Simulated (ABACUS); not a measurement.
# Si (Fd-3m) in ABACUS: notebook, part 2 of 2

ABACUS 3.10.1. The steps go on from the part before.

### 3 Single point, PBE (atoms moved at random, drawn with an rms of 0.05 Å)

Input file INPUT:

```
INPUT_PARAMETERS
suffix              Si
calculation         scf
basis_type          lcao
pseudo_dir          ./
orbital_dir         ./
symmetry            1
dft_functional      pbe
ecutwfc             100
pseudo_rcut         10
nspin               1
nbands              8
ks_solver           genelpa
smearing_method     fd
smearing_sigma      0.00367493
scf_thr             1e-07
scf_nmax            100
mixing_type         broyden
mixing_beta         0.7
cal_force           1
cal_stress          1
out_mul             1
out_chg             1
out_pot             2
out_elf             1
```

Input file STRU:

```
ATOMIC_SPECIES
Si 28.0850 Si.upf

NUMERICAL_ORBITAL
Si_confined-atom_7au_2s2p1d.orb

LATTICE_CONSTANT
1.8897261246

LATTICE_VECTORS
0.0000000000 2.7218511865 2.7218511865
2.7218511865 0.0000000000 2.7218511865
2.7218511865 2.7218511865 0.0000000000

ATOMIC_POSITIONS
Direct

Si
0.0
2
0.5093070000 0.4893590000 0.5031720000 1 1 1
0.7438730000 0.7519100000 0.7438630000 1 1 1
```

Input file KPT:

```
K_POINTS
0
Gamma
8 8 8 0 0 0
```

Potentials or basis: PseudoDojo NC SR 0.4.1 PBE standard, DZP LCAO (the cutoffs set its grid).

Launch:

```console
OMP_NUM_THREADS=1 mpirun -np 4 abacus > log
```

running log:

```text
ABACUS v3.10.1

               Atomic-orbital Based Ab-initio Computation at UStc

 ------------------------------------------------------------------------------------

 READING GENERAL INFORMATION
                           global_out_dir = OUT.Si/
                           global_in_card = INPUT
                               pseudo_dir = ./
                              orbital_dir = ./
                                    DSIZE = 4
                                    GSIZE = 1

 READING UNITCELL INFORMATION
                                    ntype = 1
                  lattice constant (Bohr) = 1.88973
              lattice constant (Angstrom) = 1

 READING ATOM TYPE 1
                               atom label = Si
                      L=0, number of zeta = 2
                      L=1, number of zeta = 2
                      L=2, number of zeta = 1
             number of atom for this type = 2

                        TOTAL ATOM NUMBER = 2
DIRECT COORDINATES
    atom                   x                   y                   z     mag                  vx                  vy                  vz
taud_Si1            0.5093070000        0.4893590000        0.5031720000  0.0000        0.0000000000        0.0000000000        0.0000000000
taud_Si2            0.7438730000        0.7519100000        0.7438630000  0.0000        0.0000000000        0.0000000000        0.0000000000

                          Volume (Bohr^3) = 272.157
                             Volume (A^3) = 40.3295
[... 314 lines left out ...]
----------------------------------------------------------

 charge density convergence is achieved
 final etot is -230.06423881 eV
 EFERMI = 6.6022480511 eV
The vacuum level is 8.2704631438 eV

 STATE ENERGY(eV) AND OCCUPATIONS    NSPIN == 1
 1/260 kpoint (Cartesian) = 0.0000 0.0000 0.0000 (1165 pws)
       1       -5.70430     0.00390625
       2        5.82896     0.00390625
       3        6.16031     0.00390568
       4        6.49942     0.00346333
       5        8.53475    6.40093e-20
       6        8.71836    1.62721e-21
       7        8.91959    2.90776e-23
       8        9.61455    2.67465e-29
[... 41 lines left out ...]
 6/260 kpoint (Cartesian) = 0.022962 -0.022962 0.022962 (1151 pws)
       1       -5.50694     0.00781250
       2        4.39851     0.00781250
       3        5.77844     0.00781250
       4        6.15145     0.00781155
       5        8.75789    1.47624e-21
       6        9.01427    8.75407e-24
       7        9.26445    5.87772e-26
       8        10.9508    1.32319e-40

[... levels at 254 further k points ...]

 correction force for each atom along direction 1 is -9.60387e-09
 correction force for each atom along direction 2 is 1.67340e-08
 correction force for each atom along direction 3 is 5.38638e-08
------------------------------------------------------------------------------------------
 TOTAL-FORCE (eV/Angstrom)
------------------------------------------------------------------------------------------
                       Si1         0.1057281781        -0.9522278202        -0.0891673146
                       Si2        -0.1057281781         0.9522278202         0.0891673146
------------------------------------------------------------------------------------------

----------------------------------------------------------------
 TOTAL-STRESS (KBAR)
----------------------------------------------------------------
        24.7058969697         2.8221802798        28.8879450811
         2.8221802798        21.5455351032        -3.3062363807
        28.8879450811        -3.3062363807        24.7176387752
----------------------------------------------------------------
 TOTAL-PRESSURE: 23.656357 KBAR

 --------------------------------------------
 !FINAL_ETOT_IS -230.0642388086917833 eV
 --------------------------------------------
```

stdout:

```text
ABACUS v3.10.1
,Local thread limit: 128

               Atomic-orbital Based Ab-initio Computation at UStc

 UNIFORM GRID DIM        : 48 * 48 * 48
 UNIFORM GRID DIM(BIG)   : 12 * 12 * 12
[... 24 lines left out ...]
 GE7     -2.30064239e+02  -3.70939284e-10   1.1966e-06   0.48
 GE8     -2.30064239e+02  -7.64065320e-10   1.5198e-08   0.52
----------------------------------------------------------------
 TOTAL-STRESS (KBAR)
----------------------------------------------------------------
        24.7058969697         2.8221802798        28.8879450811
         2.8221802798        21.5455351032        -3.3062363807
        28.8879450811        -3.3062363807        24.7176387752
----------------------------------------------------------------
 TOTAL-PRESSURE: 23.656357 KBAR
```

It took 5 s on 4 MPI ranks of AMD EPYC 7B13 (Zen 3), shared host; peak memory 0.4 GiB.

What came out:

* Free energy: -230.0642 eV
* Pressure: 2.4 GPa
* Largest force: 0.962 eV/Å
* Band gap on the k mesh: 0.30 eV, indirect (least direct gap 2.04 eV)

Forces on the atoms (eV/Å):
```
Si   0.106 -0.952 -0.089
Si  -0.106  0.952  0.089
```

Stress tensor (GPa, compression positive):
```
 2.47  0.28  2.89
 0.28  2.15 -0.33
 2.89 -0.33  2.47
```

Levels at points of the mesh, in eV from the valence-band top:
```csv
k point,band 1,band 2,band 3,band 4,band 5,band 6,band 7,band 8
"(0.00, 0.00, 0.00)",-12.20,-0.67,-0.34,0.00,2.04,2.22,2.42,3.12
"(0.50, 0.00, 0.00)",-10.04,-7.08,-1.74,-1.42,1.13,2.76,3.12,8.31
"(0.00, 0.50, 0.00)",-9.87,-7.46,-1.66,-1.32,1.24,2.87,3.30,8.66
"(0.50, 0.50, 0.00)",-8.15,-8.11,-3.18,-3.15,0.45,0.49,9.77,9.78
"(0.00, 0.00, 0.50)",-10.01,-7.16,-1.76,-1.36,1.15,2.74,3.20,8.38
"(0.50, 0.00, 0.50)",-8.33,-7.90,-3.30,-3.06,0.30,0.66,9.70,9.81
"(0.00, 0.50, 0.50)",-8.16,-8.10,-3.18,-3.15,0.45,0.49,9.77,9.78
"(0.50, 0.50, 0.50)",-9.87,-7.46,-1.67,-1.32,1.24,2.87,3.30,8.66
```

Caveat: the atomic orbitals were generated for these runs and aren't a published set; the basis of atomic orbitals isn't converged, which shifts pressures, moduli and gaps. A k mesh can miss the band edges.

### 4 Single point, PBE

INPUT, as its differences from that of step 3:

```diff
@@ -22,4 +22 @@
 out_mul             1
-out_chg             1
-out_pot             2
-out_elf             1
```

Input file STRU:

```
ATOMIC_SPECIES
Si 28.0850 Si.upf

NUMERICAL_ORBITAL
Si_confined-atom_7au_1s1p.orb

LATTICE_CONSTANT
1.8897261246

LATTICE_VECTORS
0.0000000000 2.7218511865 2.7218511865
2.7218511865 0.0000000000 2.7218511865
2.7218511865 2.7218511865 0.0000000000

ATOMIC_POSITIONS
Direct

Si
0.0
2
0.5000000000 0.5000000000 0.5000000000 1 1 1
0.7500000000 0.7500000000 0.7500000000 1 1 1
```

KPT is that of step 3.

Potentials or basis: PseudoDojo NC SR 0.4.1 PBE standard, SZ LCAO (the cutoffs set its grid).

Launch:

```console
OMP_NUM_THREADS=1 mpirun -np 4 abacus > log
```

Run time: 1.2 s. Hardware: 4 MPI ranks of AMD EPYC 7B13 (Zen 3), shared host; peak memory 0.4 GiB.

These settings aren't checked as converged: the numbers below hold their error.

Results:

```
Free energy            : -228.5318 eV
Pressure               : 9.7 GPa
Band gap on the k mesh : 2.10 eV, indirect (least direct gap 2.88 eV)
```

Caveat: the atomic orbitals were generated for these runs and aren't a published set; the basis of atomic orbitals isn't converged, which shifts pressures, moduli and gaps.
